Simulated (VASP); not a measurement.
# Zn24HO23 (a cell with a defect) in VASP: relaxation of the atoms with PBE

Aim: the relaxation of the atoms of Zn24HO23 (a cell with a defect) with PBE.

Everything below comes from runs of VASP 6.6.1. Logs are shortened: lines on timing, memory, paths and dates and some standing lists are left out, and cuts for length are marked.

## Step 1: The structure

The cell holds a defect, 48 atoms: a = 8.444 Å, b = 8.444 Å, c = 8.444 Å, α = 84.78°, β = 84.78°, γ = 84.78°.

## Step 2: Relaxation of the atoms, PBE, collinear spin, ferromagnetic start

INCAR

```
SYSTEM = Zn24HO23
ALGO = Normal ; AMIX = 0.2
AMIX_MAG = 0.8 ; BMIX = 1E-4
BMIX_MAG = 1E-4 ; EDIFF = 1E-6
EDIFFG = -0.025 ; ENCUT = 450
GGA = PE ; IBRION = 2
ICORELEVEL = 1 ; ISIF = 2
ISMEAR = 0 ; ISPIN = 2
LASPH = .True. ; LCHARG = .False.
LORBIT = 11 ; LREAL = Auto
LUSENCCL = .False. ; LWAVE = .False.
MAGMOM = 0.2 0 0 0.2 0 0 0 0 0 0 0.2 0 0 0 0 0 0 0 0 0 0 0 0 0.2 0.2 0 0 0 0 0 0 0 0 0 0 0 0 0 0 0 0 0 0 0 0 0 0 0 ; NELM = 150
NSW = 70 ; PREC = Normal
SIGMA = 0.01
```

KPOINTS

```
k-points
0
Monkhorst
  2 2 2
  0 0 0
```

POSCAR

```
Zn24HO23
1.0
    3.2865000000     -5.6923860000      5.3003900000
    3.2865020000      5.6923860000      5.3003900000
   -6.5730020000      0.0000000000      5.3003900000
Zn H O
24 1 23
Direct
    0.4999421700      0.3332756700      0.6666091700
    0.8332755000      0.6666090000      0.9999425000
    0.1666088300      0.4999423300      0.8332758300
    0.6666088300      0.4999423300      0.3332758300
    0.9999421700      0.3332756700      0.1666091700
    0.3332755000      0.6666090000      0.4999425000
    0.6666088300      0.9999423300      0.8332758300
    0.9999421700      0.8332756700      0.6666091700
    0.3332755000      0.1666090000      0.9999425000
    0.4999421700      0.8332756700      0.1666091700
    0.8332755000      0.1666090000      0.4999425000
    0.1666088300      0.9999423300      0.3332758300
    0.8332758300      0.4999423300      0.6666088300
    0.1666091700      0.8332756700      0.9999421700
    0.4999425000      0.6666090000      0.8332755000
    0.9999425000      0.6666090000      0.3332755000
    0.3332758300      0.4999423300      0.1666088300
    0.6666091700      0.8332756700      0.4999421700
    0.9999425000      0.1666090000      0.8332755000
    0.3332758300      0.9999423300      0.6666088300
    0.6666091700      0.3332756700      0.9999421700
    0.8332758300      0.9999423300      0.1666088300
    0.1666091700      0.3332756700      0.4999421700
    0.4999425000      0.1666090000      0.3332755000
    0.6263945000      0.2930610000      0.4597275000
    0.9597278300      0.6263943300      0.7930608300
    0.2930611700      0.4597276700      0.6263941700
    0.7930611700      0.4597276700      0.1263941700
    0.1263945000      0.2930610000      0.9597275000
    0.4597278300      0.6263943300      0.2930608300
    0.7930611700      0.9597276700      0.6263941700
    0.1263945000      0.7930610000      0.4597275000
    0.4597278300      0.1263943300      0.7930608300
    0.6263945000      0.7930610000      0.9597275000
    0.9597278300      0.1263943300      0.2930608300
    0.2930611700      0.9597276700      0.1263941700
    0.6263941700      0.4597276700      0.7930611700
    0.9597275000      0.7930610000      0.1263945000
    0.2930608300      0.6263943300      0.9597278300
    0.7930608300      0.6263943300      0.4597278300
    0.1263941700      0.4597276700      0.2930611700
    0.4597275000      0.7930610000      0.6263945000
    0.7930608300      0.1263943300      0.9597278300
    0.1263941700      0.9597276700      0.7930611700
    0.4597275000      0.2930610000      0.1263945000
    0.6263941700      0.9597276700      0.2930611700
    0.9597275000      0.2930610000      0.6263945000
    0.2930608300      0.1263943300      0.4597278300
```

Potentials or basis: VASP PAW PBE potentials, release 64 (Zn, H, O).

Run with:

```
cat potpaw_PBE.64/Zn/POTCAR potpaw_PBE.64/H/POTCAR potpaw_PBE.64/O/POTCAR > POTCAR
mpirun -np 1 vasp_std > vasp.out
```

OUTCAR:

```text
SYSTEM = Zn24HO23
   AMIX = 0.2
   AMIX_MAG = 0.8
   EDIFF = 1E-6
   EDIFFG = -0.025
   ENCUT = 450
   GGA = PE
   IBRION = 2
   ISIF = 2
   ISMEAR = 0
   ISPIN = 2
   LASPH = .True.
   LORBIT = 11
   LREAL = Auto
   NELM = 150
   NSW = 70
   PREC = Normal

 ion  position               nearest neighbor table
   1  0.500  0.333  0.667-  27 2.00  33 2.00  37 2.01
   2  0.833  0.667  1.000-  34 2.00  28 2.00  26 2.00  38 2.01
   3  0.167  0.500  0.833-  26 2.00  29 2.00  27 2.00  39 2.01
   4  0.667  0.500  0.333-  30 2.00  28 2.00  40 2.01
   5  1.000  0.333  0.167-  28 2.00  35 2.00  29 2.00  41 2.01
   6  0.333  0.667  0.500-  32 2.00  27 2.00  30 2.00  42 2.01
   7  0.667  1.000  0.833-  33 2.00  34 2.00  31 2.00  43 2.01
   8  1.000  0.833  0.667-  31 2.00  26 2.00  32 2.00  44 2.01
   9  0.333  0.167  1.000-  29 2.00  36 2.00  33 2.00  45 2.01
  10  0.500  0.833  0.167-  36 2.00  30 2.00  34 2.00  46 2.01
  11  0.833  0.167  0.500-  31 2.00  35 2.00  47 2.01
  12  0.167  1.000  0.333-  35 2.00  32 2.00  36 2.00  48 2.01
  13  0.833  0.500  0.667-  47 2.00  40 2.00  37 2.00  26 2.01
  14  0.167  0.833  1.000-  39 2.00  44 2.00  38 2.00  36 2.01
  15  0.500  0.667  0.833-  37 2.00  42 2.00  39 2.00  34 2.01
  16  1.000  0.667  0.333-  41 2.00  38 2.00  40 2.00  32 2.01
  17  0.333  0.500  0.167-  45 2.00  39 2.00  41 2.00  30 2.01
  18  0.667  0.833  0.500-  40 2.00  46 2.00  42 2.00  31 2.01
  19  1.000  0.167  0.833-  44 2.00  47 2.00  43 2.00  29 2.01
  20  0.333  1.000  0.667-  42 2.00  48 2.00  44 2.00  33 2.01
  21  0.667  0.333  1.000-  43 2.00  37 2.00  45 2.00  28 2.01
  22  0.833  1.000  0.167-  38 2.00  43 2.00  46 2.00  35 2.01
  23  0.167  0.333  0.500-  48 2.00  41 2.00  47 2.00  27 2.01
  24  0.500  0.167  0.333-  46 2.00  45 2.00  48 2.00
  25  0.626  0.293  0.460-
  26  0.960  0.626  0.793-   3 2.00   8 2.00   2 2.00  13 2.01
  27  0.293  0.460  0.626-   1 2.00   6 2.00   3 2.00  23 2.01
  28  0.793  0.460  0.126-   5 2.00   2 2.00   4 2.00  21 2.01
  29  0.126  0.293  0.960-   9 2.00   3 2.00   5 2.00  19 2.01
  30  0.460  0.626  0.293-   4 2.00  10 2.00   6 2.00  17 2.01
  31  0.793  0.960  0.626-   8 2.00  11 2.00   7 2.00  18 2.01
[... 15 lines left out ...]
  47  0.960  0.293  0.626-  13 2.00  19 2.00  23 2.00  11 2.01
  48  0.293  0.126  0.460-  23 2.00  20 2.00  24 2.00  12 2.01

  LATTYP: Found a trigonal (rhomboedric) cell.
 ALAT       =     8.4438431961
 COS(alpha) =     0.0910531212

  Lattice vectors:

 A1 = (   3.2865000000,  -5.6923860000,   5.3003900000)
 A2 = (   3.2865020000,   5.6923860000,   5.3003900000)
 A3 = (  -6.5730020000,   0.0000000000,   5.3003900000)

Analysis of symmetry for initial positions (statically):
=====================================================================
 Subroutine PRICEL returns:
 Original cell was already a primitive cell.

 Routine SETGRP: Setting up the symmetry group for a
 trigonal (rhombohedral) supercell.

 Subroutine GETGRP returns: Found  3 space group operations
 (whereof  1 operations were pure point group operations)
 out of a pool of 12 trial point group operations.

The static configuration has the point symmetry C_1 .
 The point group associated with its full space group is C_3 .

Analysis of symmetry for dynamics (positions and initial velocities):
=====================================================================
 Subroutine PRICEL returns:
 Original cell was already a primitive cell.

 Routine SETGRP: Setting up the symmetry group for a
 trigonal (rhombohedral) supercell.

 Subroutine GETGRP returns: Found  3 space group operations
 (whereof  1 operations were pure point group operations)
 out of a pool of 12 trial point group operations.

The dynamic configuration has the point symmetry C_1 .
 The point group associated with its full space group is C_3 .

Analysis of structural, dynamic, and magnetic symmetry:
=====================================================================
 Subroutine PRICEL returns:
 Original cell was already a primitive cell.

 Routine SETGRP: Setting up the symmetry group for a
 trigonal (rhombohedral) supercell.

 Subroutine GETGRP returns: Found  3 space group operations
 (whereof  1 operations were pure point group operations)
 out of a pool of 12 trial point group operations.

The overall configuration has the point symmetry C_1 .
[... 174 lines left out ...]
   NFREE  =      1    steps in history (QN), initial steepest desc. (CG)
   ISIF   =      2    stress and relaxation
   ISYM   =      2    0-nonsym 1-usesym 2-fastsym
   POTIM  = 0.5000    time-step for ionic-motion
   TEBEG  =    0.0;   TEEND  =   0.0 temperature during run
   PSTRESS=    0.0 pullay stress
   NELECT =     427.0000    total number of electrons
   NUPDOWN=      -1.0000    fix difference up-down
   EMIN   =  10.00;   EMAX   =-10.00  energy-range for DOS
   EFERMI =   0.00;   METHOD = LEGACY
   ISMEAR =     0;   SIGMA  =   0.01  broadening in eV -4-tet -1-fermi 0-gaus
   EFERMI_NEDOS =   21; number of points for ismear=-14 and -15
   IALGO  =     38    algorithm
   IMIX   =      4    mixing-type and parameters
     AMIX     =   0.20;   BMIX     =  0.00
     AMIX_MAG =   0.80;   BMIX_MAG =  0.00
  volume/ion in A,a.u.               =      12.39        83.65
  Fermi-wavevector in a.u.,A,eV,Ry     =   1.465734  2.769835 29.230418  2.148375
  Thomas-Fermi vector in A             =   2.581555
   LORBIT       =     11    0 simple, 1 ext, 2 COOP (PROOUT), +10 PAW based schemes
   GGA     = PE    functional components
   LHFCALC =     F    Hartree Fock is set to
   AEXX    =    0.0000 exact exchange contribution
   IVDW    =     0    specifies the selected vdW correction
   LEPSILON=     F    determine dielectric tensor
   LRPA    =     F    only Hartree local field effects (RPA)
 conjugate gradient relaxation of ions
 spin polarized calculation
 Gauss-broadening in eV      SIGMA  =   0.01
  energy-cutoff  :      450.00
  volume of cell :      594.96
 maximum number of plane-waves:     12913
   NGX = 29   NGY = 29   NGZ = 29

--------------------------------------- Ionic step        1  -------------------------------------------

 number of electron     426.9998621 magnetization       0.4998267

 Free energy of the ion-electron system (eV)
  ---------------------------------------------------
  ext. energy  EPLUGINS =         0.00000000
  ---------------------------------------------------
  free energy    TOTEN  =      -208.54220215 eV

  energy without entropy =     -208.54027109  energy(sigma->0) =     -208.54123662

------------------------ aborting loop because EDIFF is reached ----------------------------------------

  FORCE on cell =-STRESS in cart. coord.  units (eV):
  Direction    XX          YY          ZZ          XY          YZ          ZX
  --------------------------------------------------------------------------------------
  -------------------------------------------------------------------------------------
  Total       -2.3240303     -2.3240297     -1.4645822     -0.0000006     -0.0000000     -0.0000000
  in kB       -6.2584268     -6.2584252     -3.9440022     -0.0000017     -0.0000000     -0.0000000
  external PRESSURE =      -5.4869514 kB  Pullay stress =       0.0000000 kB
[... 561 lines left out ...]
--------------------------------------- Ionic step        8  -------------------------------------------

 number of electron     426.9999081 magnetization       0.4997038

 Free energy of the ion-electron system (eV)
  ---------------------------------------------------
  ext. energy  EPLUGINS =         0.00000000
  ---------------------------------------------------
  free energy    TOTEN  =      -208.70323672 eV

  energy without entropy =     -208.70130402  energy(sigma->0) =     -208.70227037

 the core state eigenenergies are
   1-  1s  -9518.2697  2s  -1151.7778  2p   -997.4252  3s   -123.2021  3p    -77.3882

   2-  1s  -9517.4678  2s  -1150.9789  2p   -996.6237  3s   -122.5095  3p    -76.7026

   3-  1s  -9517.4678  2s  -1150.9789  2p   -996.6237  3s   -122.5095  3p    -76.7026
[... 39 lines left out ...]
  23-  1s  -9517.4746  2s  -1150.9883  2p   -996.6327  3s   -122.5253  3p    -76.7188

  24-  1s  -9518.2479  2s  -1151.7566  2p   -997.4039  3s   -123.1817  3p    -77.3679

  25-
  26-  1s   -504.0313
  27-  1s   -504.1223
  28-  1s   -504.1223
  29-  1s   -504.0076
  30-  1s   -504.1187
  31-  1s   -504.1223
[... 15 lines left out ...]
  47-  1s   -504.1426
  48-  1s   -504.1337

 E-fermi :   2.7797     XC(G=0): -10.6684

 val. band max:        2.7766960578   @ k =  -0.2500   0.2500   0.2500
 cond. band min:       2.8047930186   @ k =  -0.2500   0.2500   0.2500
 fundamental gap:      0.0280969607
 Fermi energy:         2.7797379183

 spin component 1

 k-point     1 :       0.2500    0.2500    0.2500
  band No.  band energies     occupation
      1     -16.8834      1.00000
      2     -16.6583      1.00000
      3     -16.6306      1.00000
      4     -16.6010      1.00000
      5     -16.4880      1.00000
      6     -16.4879      1.00000
[... 445 lines left out ...]
    224       6.2162      0.00000
    225       6.2631      0.00000
 Fermi energy:         2.7797379183

 spin component 2

 k-point     1 :       0.2500    0.2500    0.2500
  band No.  band energies     occupation
      1     -16.8704      1.00000
      2     -16.6459      1.00000
      3     -16.6182      1.00000
      4     -16.5880      1.00000
      5     -16.4756      1.00000
      6     -16.4754      1.00000
[... 445 lines left out ...]
    224       6.2441      0.00000
    225       6.2912      0.00000
 [bands above 225 left out]

------------------------ aborting loop because EDIFF is reached ----------------------------------------

  FORCE on cell =-STRESS in cart. coord.  units (eV):
  Direction    XX          YY          ZZ          XY          YZ          ZX
  --------------------------------------------------------------------------------------
  -------------------------------------------------------------------------------------
  Total       -1.4534039     -1.4534036     -0.0528356     -0.0000003     -0.0000000     -0.0000000
  in kB       -3.9139000     -3.9138991     -0.1422820     -0.0000008     -0.0000000     -0.0000000
  external PRESSURE =      -2.6566937 kB  Pullay stress =       0.0000000 kB
[... 63 lines left out ...]
  FREE ENERGIE OF THE ION-ELECTRON SYSTEM (eV)
  ---------------------------------------------------
  free  energy   TOTEN  =      -208.7032367198 eV

  energy  without entropy=     -208.7013040167  energy(sigma->0) =     -208.70227037

 reached required accuracy - stopping structural energy minimisation

 total charge

# of ion       s       p       d       tot
------------------------------------------
    1        0.470   0.440   9.862  10.772
    2        0.452   0.447   9.887  10.785
    3        0.452   0.447   9.887  10.785
    4        0.470   0.440   9.862  10.772
    5        0.452   0.451   9.889  10.792
    6        0.452   0.451   9.889  10.792
[... 40 lines left out ...]
   47        1.565   3.434   0.000   4.999
   48        1.565   3.432   0.000   4.998
--------------------------------------------------
tot         47.416  89.740 237.198 374.354

 magnetization (x)

# of ion       s       p       d       tot
------------------------------------------
    1        0.005   0.002  -0.000   0.007
    2        0.005   0.001  -0.000   0.005
    3        0.005   0.001  -0.000   0.005
    4        0.005   0.002  -0.000   0.007
    5        0.004   0.001  -0.000   0.005
    6        0.004   0.001  -0.000   0.005
[... 40 lines left out ...]
   47        0.002   0.005   0.000   0.007
   48        0.002   0.004   0.000   0.007
--------------------------------------------------
tot          0.169   0.111  -0.001   0.280
```

Wall time 35 min (1 × NVIDIA H100 80GB with 1 thread of AMD EPYC 7R13 (Zen 3), shared host); peak memory 1.6 GiB.

Results:

```
Free energy                                           : -208.7032 eV
Energy gained by relaxing                             : 3.4 meV/atom
Ionic steps                                           : 8
Largest force after relaxing                          : 0.024 eV/Å
Net moment                                            : 0.50 μB per cell
Valence electrons inside the program's atomic spheres : Zn 10.77, 10.79, 10.78, 10.81; H 0.51; O 5.00
```

Forces in eV/Å, atoms in the order of the input:
```
Zn   0.011 -0.003 -0.011
Zn  -0.001 -0.007  0.010
Zn   0.006  0.003  0.010
Zn  -0.009 -0.008 -0.011
Zn   0.013 -0.006 -0.007
Zn  -0.001  0.014 -0.007
Zn  -0.012 -0.008 -0.007
Zn  -0.005  0.004  0.010
Zn   0.001 -0.003 -0.002
Zn  -0.003  0.001 -0.002
Zn  -0.003  0.011 -0.011
Zn   0.002  0.002 -0.002
Zn   0.000  0.000  0.000
Zn   0.000  0.000  0.013
Zn  -0.001 -0.003  0.011
Zn  -0.002  0.002  0.011
Zn   0.002  0.004  0.001
Zn  -0.007 -0.001 -0.007
Zn   0.003  0.001  0.011
Zn  -0.004 -0.001  0.001
Zn   0.004 -0.006 -0.007
Zn   0.003 -0.003  0.001
Zn   0.003  0.007 -0.007
Zn   0.000  0.000 -0.024
H    0.000  0.000  0.007
O    0.000  0.000  0.018
O    0.003  0.008  0.000
O    0.006 -0.006  0.000
O    0.019 -0.006  0.005
O   -0.004  0.002  0.001
O   -0.008 -0.002  0.000
O   -0.004  0.019  0.005
O    0.000 -0.005  0.001
O   -0.014 -0.013  0.005
O    0.004  0.002  0.001
O    0.000  0.000  0.002
O    0.006  0.006 -0.009
O    0.004 -0.013  0.009
O    0.009  0.010  0.009
O    0.002 -0.008 -0.009
O    0.008  0.011 -0.003
O   -0.014  0.001 -0.003
O    0.006 -0.012 -0.003
O   -0.013  0.003  0.009
O   -0.001  0.001 -0.002
O    0.001  0.001 -0.002
O   -0.008  0.002 -0.009
O    0.000 -0.001 -0.002
```

Step by step:
```
step  energy change (eV)  largest force (eV/Å)  pressure (GPa)
   1              0.0000                0.5584           -0.55
   2             -0.1404                0.2151           -0.43
   3             -0.1440                0.1512           -0.40
   4             -0.1528                0.0952           -0.35
   5             -0.1558                0.0692           -0.30
   6             -0.1589                0.0394           -0.28
   7             -0.1599                0.0473           -0.26
   8             -0.1610                0.0239           -0.27
```

Final structure:
```
Zn H O
1.0
     3.28650   -5.69239    5.30039
     3.28650    5.69239    5.30039
    -6.57300    0.00000    5.30039
Zn H O
24 1 23
Direct
  0.49608 0.33447 0.67231
  0.83377 0.66660 0.00060
  0.16727 0.50044 0.83327
  0.66780 0.50564 0.32941
  0.00146 0.33388 0.16565
  0.33232 0.66813 0.50054
  0.66721 0.99898 0.83480
  0.99994 0.83393 0.66711
  0.33354 0.16670 0.99960
  0.50004 0.83294 0.16687
  0.83898 0.16274 0.50114
  0.16627 0.00021 0.33337
  0.83492 0.50159 0.66826
  0.16653 0.83319 0.99986
  0.49995 0.66706 0.83335
  0.00039 0.66669 0.33329
  0.33176 0.50063 0.16613
  0.66600 0.83178 0.50068
  0.00002 0.16662 0.83373
  0.33280 0.99842 0.66730
  0.66735 0.33267 0.99844
  0.83397 0.99947 0.16509
  0.16511 0.33401 0.49934
  0.49602 0.16268 0.32935
  0.62657 0.29324 0.45990
  0.96006 0.62673 0.79339
  0.29513 0.45814 0.62427
  0.79148 0.45760 0.12846
  0.12705 0.29311 0.95891
  0.46073 0.62384 0.29469
  0.79094 0.96179 0.62481
  0.12557 0.79372 0.45977
  0.46136 0.12740 0.79051
  0.62644 0.79224 0.96039
  0.95718 0.12803 0.29407
  0.29373 0.96040 0.12707
  0.62652 0.45817 0.78995
  0.95940 0.79277 0.12697
  0.29364 0.62607 0.95944
  0.79151 0.62328 0.45985
  0.12607 0.45961 0.29312
  0.45978 0.79273 0.62628
  0.79295 0.12645 0.95940
  0.12610 0.96031 0.79273
  0.46156 0.29360 0.12863
  0.62694 0.96196 0.29489
  0.95662 0.29318 0.62484
  0.29529 0.12822 0.46027
```

Core levels (eV, on the scale of the bands):
```csv
atom,levels
1 Zn,"1s -9518.3, 2s -1151.8, 2p -997.4, 3s -123.2, 3p -77.4"
2 Zn,"1s -9517.5, 2s -1151.0, 2p -996.6, 3s -122.5, 3p -76.7"
3 Zn,"1s -9517.5, 2s -1151.0, 2p -996.6, 3s -122.5, 3p -76.7"
4 Zn,"1s -9518.3, 2s -1151.8, 2p -997.4, 3s -123.2, 3p -77.4"
5 Zn,"1s -9517.4, 2s -1151.0, 2p -996.6, 3s -122.5, 3p -76.7"
6 Zn,"1s -9517.4, 2s -1151.0, 2p -996.6, 3s -122.5, 3p -76.7"
```

Caveat: the k mesh is coarse (spacing up to 0.37 Å⁻¹), so the values aren't converged; the cutoff is under 1.25 times the usual one of these potentials, so pressure, stress and relaxed cells hold a basis-set (Pulay) error.
